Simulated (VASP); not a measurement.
**Moments of CoO against U**

How do the moments of CoO change with U? The starting structure is a measured crystal structure from the Crystallography Open Database. The reference starts from antiferromagnetic moments, in one pattern that fits into this cell.

Main program and level: VASP 6.6.1; Kohn-Sham DFT with plane waves and PAW; PBEsol, PBEsol+U (Co d 2 eV), PBEsol+U (Co d 4 eV) and PBEsol+U (Co d 6 eV).

## 1. Starting point

It takes space group Fm-3m (No. 225, cubic). The conventional cell has a = 4.258 Å, b = 4.258 Å, c = 4.258 Å, α = 90.00°, β = 90.00°, γ = 90.00°. Co has 6 O at 2.13 Å nearest. Nearest to O lie 6 Co at 2.13 Å. Farther neighbours and most contacts between anions are not listed.

As a file:

```xyz
4
Lattice="0.0000 2.1290 2.1290 2.1290 0.0000 2.1290 4.2580 4.2580 0.0000" Properties=species:S:1:pos:R:3 pbc="T T T"
Co    0.0000    0.0000    0.0000
Co    2.1290    2.1290    0.0000
O     2.1290    2.1290    2.1290
O     4.2580    4.2580    2.1290
```

## 2. Run with PBEsol

PBEsol restores the gradient expansion of exchange and is tuned for the cells of solids.

File INCAR:

```
SYSTEM = CoO
PREC = Accurate
ENCUT = 480
EDIFF = 1E-07
NELM = 200
ISMEAR = 0
SIGMA = 0.05
LREAL = .FALSE.
ALGO = Normal
GGA = PS
NBANDS = 23
ISPIN = 2
MAGMOM = 2.4 -2.4 0 0
LASPH = .TRUE.
LMAXMIX = 4
LORBIT = 11
LWAVE = .FALSE.
LCHARG = .FALSE.
KPAR = 8
```

File POSCAR:

```
CoO
1.0
    0.0000000000      2.1290000000      2.1290000000
    2.1290000000      0.0000000000      2.1290000000
    4.2580000000      4.2580000000      0.0000000000
Co O
2 2
Direct
    0.0000000000      0.0000000000      0.0000000000
    0.0000000000      0.0000000000      0.5000000000
    0.5000000000      0.5000000000      0.2500000000
    0.5000000000      0.5000000000      0.7500000000
```

File KPOINTS:

```
Automatic mesh
0
Gamma
14 14 14
0 0 0
```

PAW data sets: Co and O (PBE family, release 64).

Launch:

```console
$ mpirun -np 8 vasp_std
```

Output:

```text
[banner, memory and clock lines left out]
running    8 mpi-ranks, on    1 nodes
 distrk:  each k-point on    1 cores,    8 groups
 distr:  one band on    1 cores,    1 groups

 POSCAR found type information on POSCAR CoO
 POSCAR found :  2 types and       4 ions
|                                                                             |
|           W    W    AA    RRRRR   N    N  II  N    N   GGGG   !!!           |
|           W    W   A  A   R    R  NN   N  II  NN   N  G    G  !!!           |
|           W    W  A    A  R    R  N N  N  II  N N  N  G       !!!           |
|           W WW W  AAAAAA  RRRRR   N  N N  II  N  N N  G  GGG   !            |
|           WW  WW  A    A  R   R   N   NN  II  N   NN  G    G                |
|           W    W  A    A  R    R  N    N  II  N    N   GGGG   !!!           |
|                                                                             |
|     For optimal performance we recommend to set                             |
|       NCORE = 2 up to number-of-cores-per-socket                            |
|     NCORE specifies how many cores store one orbital (NPAR=cpu/NCORE).      |
|     This setting can greatly improve the performance of VASP for DFT.       |
|     The default, NCORE=1 might be grossly inefficient on modern             |
|     multi-core architectures or massively parallel machines. Do your        |
|     Unfortunately you need to use the default for GW and RPA                |
|     calculations (for HF NCORE is supported but not extensively tested      |
|     yet).                                                                   |
|                                                                             |

|                                                                             |
|               ----> ADVICE to this user running VASP <----                  |
|                                                                             |
|     You enforced a specific xc type in the INCAR file but a different       |
|     [... a line on the potential file left out ...]
|     I HOPE YOU KNOW WHAT YOU ARE DOING!                                     |
|                                                                             |

 LDA part: xc-table for (Slater+PW92), standard interpolation
 POSCAR, INCAR and KPOINTS ok, starting setup
 FFT: planning ... GRIDC
 FFT: planning ... GRID_SOFT
 FFT: planning ... GRID
 WAVECAR not read
 entering main loop
       N       E                     dE             d eps       ncg     rms          rms(c)
DAV:   1     0.228709416860E+03    0.22871E+03   -0.13361E+04 26840   0.150E+03
DAV:   2    -0.934171787311E+01   -0.23805E+03   -0.21689E+03 27903   0.337E+02
DAV:   3    -0.324063774697E+02   -0.23065E+02   -0.22011E+02 32117   0.122E+02
DAV:   4    -0.329435249515E+02   -0.53715E+00   -0.53576E+00 29061   0.197E+01
DAV:   5    -0.329607937580E+02   -0.17269E-01   -0.17267E-01 36266   0.327E+00    0.210E+01
DAV:   6    -0.306904906778E+02    0.22703E+01   -0.35142E+01 35757   0.962E+01    0.271E+01
DAV:   7    -0.281917144059E+02    0.24988E+01   -0.24095E+01 30167   0.838E+01    0.104E+01
DAV:   8    -0.282561900353E+02   -0.64476E-01   -0.18717E+00 34364   0.134E+01    0.572E+00
DAV:   9    -0.282089397277E+02    0.47250E-01   -0.47487E-01 44248   0.145E+01    0.291E+00
DAV:  10    -0.281963210802E+02    0.12619E-01   -0.13230E-01 36306   0.667E+00    0.139E+00
DAV:  11    -0.281813637940E+02    0.14957E-01   -0.58368E-02 41119   0.392E+00    0.447E-01
DAV:  12    -0.281882372872E+02   -0.68735E-02   -0.36391E-02 33787   0.126E+00    0.546E-01
DAV:  13    -0.281868502834E+02    0.13870E-02   -0.15645E-03 41830   0.972E-01    0.233E-01
DAV:  14    -0.281865454991E+02    0.30478E-03   -0.10531E-03 40538   0.548E-01    0.109E-01
DAV:  15    -0.281864784993E+02    0.67000E-04   -0.26229E-04 38673   0.348E-01    0.273E-02
DAV:  16    -0.281864811365E+02   -0.26371E-05   -0.39630E-05 27987   0.511E-02    0.144E-02
DAV:  17    -0.281864799146E+02    0.12218E-05   -0.30298E-06 42477   0.302E-02    0.465E-03
DAV:  18    -0.281864797146E+02    0.20005E-06   -0.11683E-06 40178   0.143E-02    0.196E-03
DAV:  19    -0.281864797232E+02   -0.85920E-08   -0.10288E-07 15033   0.432E-03
   1 F= -.28186480E+02 E0= -.28180994E+02  d E =-.109710E-01  mag=     0.0000
```

It took 37 s on 8 MPI ranks of Intel Xeon 6975P-C (Granite Rapids), shared host; peak memory 3.7 GiB; 4.7 min of CPU time.

The logs omit lines about the potential files and the build; timing stands in the text.

OUTCAR, selected parts (step 2):

```text
ion  position               nearest neighbor table
   1  0.000  0.000  0.000-   4 2.13   3 2.13   4 2.13   3 2.13   4 2.13   3 2.13   2 3.01   2 3.01
                             2 3.01   2 3.01   2 3.01   2 3.01
   2  0.000  0.000  0.500-   3 2.13   3 2.13   4 2.13   3 2.13   4 2.13   4 2.13   1 3.01   1 3.01
                             1 3.01   1 3.01   1 3.01   1 3.01
   3  0.500  0.500  0.250-   1 2.13   1 2.13   2 2.13   1 2.13   2 2.13   2 2.13
   4  0.500  0.500  0.750-   2 2.13   1 2.13   2 2.13   1 2.13   2 2.13   1 2.13

  LATTYP: Found a trigonal (rhomboedric) cell.
 ALAT       =     5.2149636624
 COS(alpha) =     0.8333333333

 Subroutine GETGRP returns: Found 12 space group operations
 (whereof 12 operations were pure point group operations)

The static configuration has the point symmetry D_3d.

 Found    288 irreducible k-points:

   k-points           NKPTS =    288   k-points in BZ     NKDIM =    288   number of bands    NBANDS=     23

   dimension x,y,z NGX =    24 NGY =   24 NGZ =   48
   dimension x,y,z NGXF=    48 NGYF=   48 NGZF=   96

   ENCUT  =  480.0 eV  35.28 Ry    5.94 a.u.   5.38  5.38 10.76*2*pi/ulx,y,z

   NELECT =      30.0000    total number of electrons

 k-points in reciprocal lattice and weights: Automatic mesh
   0.00000000  0.00000000  0.00000000       0.000
   0.07142857  0.00000000  0.00000000       0.002
   0.14285714  0.00000000  0.00000000       0.002
   0.21428571  0.00000000  0.00000000       0.002
   0.28571429  0.00000000  0.00000000       0.002
   0.35714286  0.00000000  0.00000000       0.002
   0.42857143  0.00000000  0.00000000       0.002
   0.50000000  0.00000000  0.00000000       0.001
   0.07142857  0.07142857  0.00000000       0.002
[...]
0.00000000  0.00000000  0.50000000       0.000
   0.50000000  0.00000000  0.50000000       0.001

 average (electrostatic) potential at core
       1 -80.8844       2 -80.8844       3 -68.2568       4 -68.2568

 E-fermi :   7.8008

 spin component 1
 k-point     1 :       0.0000    0.0000    0.0000
  band No.  band energies     occupation
    ...
     12       5.8669      1.00000
     13       5.8669      1.00000
     14       7.3192      1.00000
     15       7.3192      1.00000
     16       7.6138      1.00000
     17       8.9377      0.00000
     18       9.5810      0.00000
     19       9.5811      0.00000
     20      12.8453      0.00000
     21      17.3973      0.00000
    ...

 k-point     2 :       0.0714    0.0000    0.0000
  band No.  band energies     occupation
    ...
     12       6.0732      1.00000
     13       6.1146      1.00000
     14       7.2994      1.00000
     15       7.3649      1.00000
     16       7.6126      1.00000
     17       9.3154      0.00000
     18       9.4502      0.00000
     19       9.4988      0.00000
     20      13.1830      0.00000
     21      17.3450      0.00000
    ...

 k-point     3 :       0.1429    0.0000    0.0000
  band No.  band energies     occupation
    ...
     12       6.4296      1.00000
     13       6.5044      1.00000
     14       7.2177      1.00000
     15       7.5006      1.00000
     16       7.6446      1.00000
     17       9.2184      0.00000
     18       9.3025      0.00000
     19      10.1827      0.00000
     20      13.9724      0.00000
     21      17.2127      0.00000
    ...

 k-point     4 :       0.2143    0.0000    0.0000
  band No.  band energies     occupation
    ...
     12       6.6566      1.00000
     13       6.7590      1.00000
     14       7.1068      1.00000
     15       7.6740      0.99983
     16       7.7204      0.98852
     17       9.1193      0.00000
     18       9.1406      0.00000
     19      11.1642      0.00000
     20      14.7538      0.00000
     21      17.1300      0.00000
    ...

 k-point     5 :       0.2857    0.0000    0.0000
  band No.  band energies     occupation
    ...
     11       5.6869      1.00000
     12       6.6773      1.00000
     13       6.7998      1.00000
     14       7.0554      1.00000
     15       7.7714      0.79745
     16       7.8038      0.46710
     17       9.1823      0.00000
     18       9.2384      0.00000
     19      12.0237      0.00000
     20      14.9375      0.00000
    ...

 k-point     6 :       0.3571    0.0000    0.0000
  band No.  band energies     occupation
    ...
     10       5.6821      1.00000
     11       5.7552      1.00000
     12       6.5319      1.00000
     13       6.6797      1.00000
     14       7.1176      1.00000
     15       7.8153      0.34128
     16       7.8920      0.00497
     17       9.3850      0.00000
     18       9.4690      0.00000
     19      12.5863      0.00000
    ...

  Total       -3.4463534     -3.4463534     -3.4463534      0.9725997     -0.9725997     -0.9725997
  in kB     -143.0485358   -143.0485358   -143.0485358     40.3699069    -40.3699069    -40.3699069
  external PRESSURE =    -143.0485358 kB  Pullay stress =       0.0000000 kB

  energy-cutoff  :      480.00
  volume of cell :       38.60
      direct lattice vectors                 reciprocal lattice vectors
     0.000000000  2.129000000  2.129000000    -0.234852043  0.234852043  0.234852043
     2.129000000  0.000000000  2.129000000     0.234852043 -0.234852043  0.234852043
     4.258000000  4.258000000  0.000000000     0.117426022  0.117426022 -0.117426022

 POSITION                                       TOTAL-FORCE (eV/Angst)
 -----------------------------------------------------------------------------------
      0.00000      0.00000      0.00000        -0.000000     -0.000000     -0.000000
      2.12900      2.12900      0.00000         0.000000      0.000000     -0.000000
      2.12900      2.12900      2.12900         0.000000      0.000000      0.000000
      4.25800      4.25800      2.12900        -0.000000     -0.000000     -0.000000
 -----------------------------------------------------------------------------------
    total drift:                                0.000000     -0.000000     -0.000000

  FREE ENERGIE OF THE ION-ELECTRON SYSTEM (eV)
  ---------------------------------------------------
  free  energy   TOTEN  =       -28.1864797232 eV

  energy  without entropy=      -28.1755087660  energy(sigma->0) =      -28.18099424

 total charge
# of ion       s       p       d       tot
------------------------------------------
    1        0.296   0.358   7.166   7.820
    2        0.296   0.358   7.166   7.820
    3        1.560   3.385   0.000   4.945
    4        1.560   3.385   0.000   4.945
--------------------------------------------------
tot          3.713   7.485  14.333  25.530

 magnetization (x)
# of ion       s       p       d       tot
------------------------------------------
    1       -0.002  -0.005   2.418   2.410
    2        0.002   0.005  -2.418  -2.410
    3        0.000   0.000   0.000   0.000
    4        0.000   0.000   0.000   0.000
--------------------------------------------------
tot          0.000   0.000   0.000   0.000

[... 1 further part left out ...]
```

The PAW data sets were made with PBE, which is usual practice but a small mismatch for other functionals. At this level the cell is under a tension of 14.3 GPa, so at these settings it is away from equilibrium. Oxides and halides of Co are often magnetic insulators, and a metal at this level, without U or exact exchange, may be an artefact.

PBEsol: the moments inside the Co spheres have a mean size of 2.41 μB, and the cell carries 0.00 μB, with no gap.

## 3. Run with PBEsol+U (Co d 2 eV)

The U is chosen by hand, not computed for this crystal, and pushes the named shell towards whole occupations. Against step 2 the input has LDAU = .TRUE., LDAUTYPE = 2, LDAUL = 2 -1, LDAUU = 2 0, LDAUJ = 0 0 and LDAUPRINT = 1.

INCAR: that of step 2 with these lines changed.

```diff
@@ -13,2 +13,8 @@
 MAGMOM = 2.4 -2.4 0 0
+LDAU = .TRUE.
+LDAUTYPE = 2
+LDAUL = 2 -1
+LDAUU = 2 0
+LDAUJ = 0 0
+LDAUPRINT = 1
 LASPH = .TRUE.
```

POSCAR is that of step 2.

KPOINTS is that of step 2.

Launch:

```console
$ mpirun -np 8 vasp_std
```

Output:

```text
[banner, memory and clock lines left out]
running    8 mpi-ranks, on    1 nodes
[...]
[... a notice as in an earlier step ...]

 [... a notice as in an earlier step ...]

 LDA part: xc-table for (Slater+PW92), standard interpolation
 POSCAR, INCAR and KPOINTS ok, starting setup
[...]
entering main loop
       N       E                     dE             d eps       ncg     rms          rms(c)
DAV:   1     0.231510179246E+03    0.23151E+03   -0.13414E+04 26848   0.150E+03
DAV:   2    -0.580851023696E+01   -0.23732E+03   -0.21590E+03 27959   0.336E+02
DAV:   3    -0.292711358411E+02   -0.23463E+02   -0.22510E+02 31844   0.124E+02
DAV:   4    -0.297994555065E+02   -0.52832E+00   -0.52701E+00 29299   0.195E+01
[...]
DAV:  20    -0.266175939551E+02   -0.39747E-06   -0.23520E-06 38633   0.229E-02    0.415E-03
DAV:  21    -0.266175940872E+02   -0.13215E-06   -0.89392E-07 34528   0.150E-02    0.200E-03
DAV:  22    -0.266175941658E+02   -0.78600E-07   -0.69165E-08 14752   0.499E-03
   1 F= -.26617594E+02 E0= -.26617594E+02  d E =-.769261E-14  mag=    -0.0000
```

It took 43 s on 8 MPI ranks; peak memory 3.7 GiB; 5.5 min of CPU time.

OUTCAR, selected parts (step 3):

```text
  Total       -2.0144523     -2.0144523     -2.0144523     -0.0243519      0.0243519      0.0243519
  in kB      -83.6143081    -83.6143081    -83.6143081     -1.0107804      1.0107804      1.0107804
  external PRESSURE =     -83.6143081 kB  Pullay stress =       0.0000000 kB

 POSITION                                       TOTAL-FORCE (eV/Angst)
 -----------------------------------------------------------------------------------
      0.00000      0.00000      0.00000        -0.000000     -0.000000      0.000000
      2.12900      2.12900      0.00000        -0.000000     -0.000000      0.000000
      2.12900      2.12900      2.12900         0.000000      0.000000      0.000000
      4.25800      4.25800      2.12900         0.000000      0.000000     -0.000000
 -----------------------------------------------------------------------------------
    total drift:                                0.000000     -0.000000     -0.000000

  FREE ENERGIE OF THE ION-ELECTRON SYSTEM (eV)
  ---------------------------------------------------
  free  energy   TOTEN  =       -26.6175941658 eV

  energy  without entropy=      -26.6175941658  energy(sigma->0) =      -26.61759417

 magnetization (x)
# of ion       s       p       d       tot
------------------------------------------
    1        0.002  -0.001   2.560   2.560
    2       -0.002   0.001  -2.560  -2.560
    3        0.000   0.000   0.000   0.000
    4        0.000   0.000   0.000   0.000
--------------------------------------------------
tot          0.000   0.000  -0.000  -0.000

[... 2 parts as in an earlier step ...]

[... 1 further part left out ...]
[key lines of the parts left out:]
E-fermi :   7.5224
```

PBEsol+U (Co d 2 eV): the moments inside the Co spheres have a mean size of 2.56 μB, and the cell carries 0.00 μB, with a gap of 1.09 eV on the mesh.

## 4. Run with PBEsol+U (Co d 4 eV)

Against step 2 the input has LDAU = .TRUE., LDAUTYPE = 2, LDAUL = 2 -1, LDAUU = 4 0, LDAUJ = 0 0 and LDAUPRINT = 1.

INCAR: that of step 3 with these lines changed.

```diff
@@ -16,3 +16,3 @@
 LDAUL = 2 -1
-LDAUU = 2 0
+LDAUU = 4 0
 LDAUJ = 0 0
```

POSCAR is that of step 3.

KPOINTS is that of step 3.

Launch:

```console
$ mpirun -np 8 vasp_std
```

Output:

```text
[... set-up lines as in an earlier step ...]
 entering main loop
       N       E                     dE             d eps       ncg     rms          rms(c)
DAV:   1     0.233907710945E+03    0.23391E+03   -0.13470E+04 26880   0.151E+03
DAV:   2    -0.243923364430E+01   -0.23635E+03   -0.21483E+03 28043   0.335E+02
DAV:   3    -0.262750121732E+02   -0.23836E+02   -0.22975E+02 31704   0.126E+02
DAV:   4    -0.267917803957E+02   -0.51677E+00   -0.51558E+00 29477   0.193E+01
[...]
DAV:  18    -0.239805891607E+02   -0.28637E-05   -0.78773E-06 36687   0.470E-02    0.385E-03
DAV:  19    -0.239805891623E+02   -0.16389E-08   -0.10217E-06 27546   0.988E-03    0.180E-03
DAV:  20    -0.239805891716E+02   -0.92550E-08   -0.21220E-07 19742   0.103E-02
   1 F= -.23980589E+02 E0= -.23976003E+02  d E =-.917237E-02  mag=     0.0000
```

Wall time 40 s (8 MPI ranks); peak memory 3.6 GiB; 5.2 min of CPU time.

[end of part 1 of 2]

[Lines on the potential files, build, host, timing and source positions are cut from VASP's logs without a mark.]

[Logs are printed without paths, hosts, clocks, repeated set-up lines and the standing remarks that a program may print on its own settings, such as how far it seeks lower states.]

[Hosts, paths, dates, database ids (printed as entryN), source tags and the programs' standing remarks are cut or masked in the printed files.]
